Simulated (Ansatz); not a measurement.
Here is an Ansatz 0.2.0 calculation.

Contents of input.yaml:

```yaml
crystal:
  lattice:
    - [2.9712935166, -1.7169813801, 0.0]
    - [2.9712935166, 1.7169813801, 0.0]
    - [-1.9846287531, 0.0, 2.8103092467]
  atoms:
    - { symbol: Mn, position: [0.500199, 0.500199, 0.500665], spin: 4.0 }
    - { symbol: O, position: [0.7498025, 0.7498025, 0.249336] }
hamiltonian:
  xc: pbe
  pseudopotentials: { kind: paw }
magnetization:
  spin_polarized: true
kpoints:
  mp_grid: { grid: [9, 9, 9] }
scf:
  occupations: { method: fermi_dirac, width: 0.05 }
output:
  forces: true
  stress: true
  eigenvalues: true
  write_density: true
  write_potential: true
  elf: true
  volumetric_format: npy
```

Potentials or basis: Ansatz PAW.

Launch:

```console
$ ansatz run input.yaml --threads 2 --pin off --max-ram 5632MiB --backend cpu --events-out ev --progress --plain --runs-dir out
```

**Question.** What does it give for the pressure?

**Answer.** -3.9 GPa.

**Question.** Predict the band gap on the k mesh.

**Answer.** None (metal or under the smearing width).

Stress tensor (GPa, compression positive):
```
-3.81  0.00  0.02
 0.00 -3.82  0.00
 0.02  0.00 -4.01
```

Caveat: the pressure holds a Pulay correction of +0.5 GPa for the finite cutoff; a cell with one magnetic atom can't hold antiferromagnetic order, which such compounds often take; semilocal functionals often make such compounds metallic where correlation or magnetic order opens a gap, which also shifts bond lengths. With open d or f shells a metallic result of PBE can be an artefact of self-interaction; +U or a hybrid may open a gap.
